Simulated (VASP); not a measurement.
KI:

```
CELL_PARAMETERS angstrom
0.00000 3.53277 3.53277
3.53277 0.00000 3.53277
3.53277 3.53277 0.00000
ATOMIC_POSITIONS crystal
I 0.50000 0.50000 0.50000
K 0.00000 0.00000 0.00000
```

* Program: VASP 6.6.1
* Task: relaxation of cell and atoms
* Functional: LDA
* Potentials or basis: VASP PAW LDA potentials, release 64 (I, K_sv)
* Cutoff: 600 eV
* k mesh: 7 × 7 × 7
* Occupations: fermi-dirac, width 0.05 eV
* Spin: no spin polarisation

At the start: pressure -1.3 GPa; volume 44.09 Å³/atom.

Problem. How do energy, volume and symmetry change on relaxing?

Solution. Over 4 steps the energy falls by 18.9 meV/atom and the volume is 39.78 Å³/atom (-9.8 %); space group Fm-3m (No. 225, to 0.05 Å).

The path:
| step | energy change (eV) | largest force (eV/Å) | pressure (GPa) | volume (Å³) |
| --- | --- | --- | --- | --- |
| 1 | 0.0000 | 0.0000 | -1.28 | 88.18 |
| 2 | -0.0279 | 0.0000 | -0.72 | 83.77 |
| 3 | -0.0377 | 0.0000 | -0.06 | 79.90 |
| 4 | -0.0378 | 0.0000 | 0.01 | 79.57 |

Final structure:
```
CELL_PARAMETERS angstrom
0.00000 3.41380 3.41380
3.41380 0.00000 3.41380
3.41380 3.41380 0.00000
ATOMIC_POSITIONS crystal
I 0.50000 0.50000 0.50000
K 0.00000 0.00000 0.00000
```
